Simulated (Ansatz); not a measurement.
**MnO**

The computed numbers are results of PBE+U (U_eff = 3.9 eV on Mn 3d), scalar-relativistic (collinear spin) in the plane-wave PAW code Ansatz at 420 eV, Γ-centred 12×12×6 mesh, 0.05 eV Gaussian smearing; PAW files: Ansatz's generated set soft_2.

```yaml
crystal:
  lattice:
    - [0.00000, 2.26960, 2.26960]
    - [2.26960, 0.00000, 2.26960]
    - [4.48017, 4.48017, 0.05902]
  atoms:
    - { symbol: Mn, position: [0.00000, 0.00000, 0.00000] }
    - { symbol: O, position: [0.50000, 0.50000, 0.25000] }
    - { symbol: Mn, position: [0.00000, 0.00000, 0.50000] }
    - { symbol: O, position: [0.50000, 0.50000, 0.75000] }
```

The chain of runs began from a cell as deposited in COD, expanded in volume.

Magnetic state: antiferromagnetic, site spin moments Mn 4.27, -4.27 μB.

Elastic constants come from the stress of slightly strained cells with relaxed atoms, in GPa, Voigt order xx, yy, zz, yz, xz, xy in the Cartesian frame of the vectors above.

```
201.0 109.2 109.2   1.1   4.7  -4.7
109.2 201.0 109.2   4.7   1.1  -4.7
109.2 109.2 201.0   4.7   4.7  -1.1
  1.1   4.7   4.7  72.6  -1.3   1.3
  4.7   1.1   4.7  -1.3  72.6   1.3
 -4.7  -4.7  -1.1   1.3   1.3  72.6
```

Question: Work out the Voigt, Reuss and Hill moduli.

Answer: Voigt: K = (C11 + C22 + C33 + 2(C12 + C13 + C23))/9 = 140 GPa, G = (C11 + C22 + C33 − C12 − C13 − C23 + 3(C44 + C55 + C66))/15 = 62 GPa. Reuss, from the compliances S = C⁻¹: K = 139 GPa, G = 59 GPa. Hill means: K = 140 GPa, G = 60 GPa.

Question: And Young's modulus, Poisson's ratio, Pugh's ratio and the anisotropy?

Answer: E = 9KG/(3K + G) = 158 GPa, ν = (3K − 2G)/(6K + 2G) = 0.31, K/G = 2.31 (over the 1.75 that Pugh's rule, made for metals, takes as the line between brittle and ductile), universal anisotropy index 5G_V/G_R + K_V/K_R − 6 = 0.27. The eigenvalues of C are 70, 73, 73, 92, 92, 420 GPa, all positive.

Question: What sound velocities and Debye temperature follow for a polycrystal?

Answer: With a density of 5.138 g/cm³ (mean mass 35.5 u, 11.46 Å³/atom), K = 139.5 and G = 60.3 GPa from the unrounded constants, v_l = √((K + 4G/3)/ρ) = 6540 m/s and v_t = √(G/ρ) = 3430 m/s. The mean [(1/v_l³ + 2/v_t³)/3]^(−1/3) is 3830 m/s, and θ_D = (ħ/k_B)(6π²/V)^(1/3) v_m ≈ 510 K, with V the volume an atom. This is the low-temperature, elastic estimate.

The equation of state, an independent route, gives B0 = 139 GPa; its match is the Reuss value, 139 GPa, which holds for uniform pressure.

It ran for 64 s on 4 threads of Arm Neoverse V2, on a shared host, peak memory 1 GiB.

With a Hubbard U or exact exchange the result depends on the state in which the open shell ends, and a lower one can't be excluded. Site moments are of spin, integrated over atomic spheres.
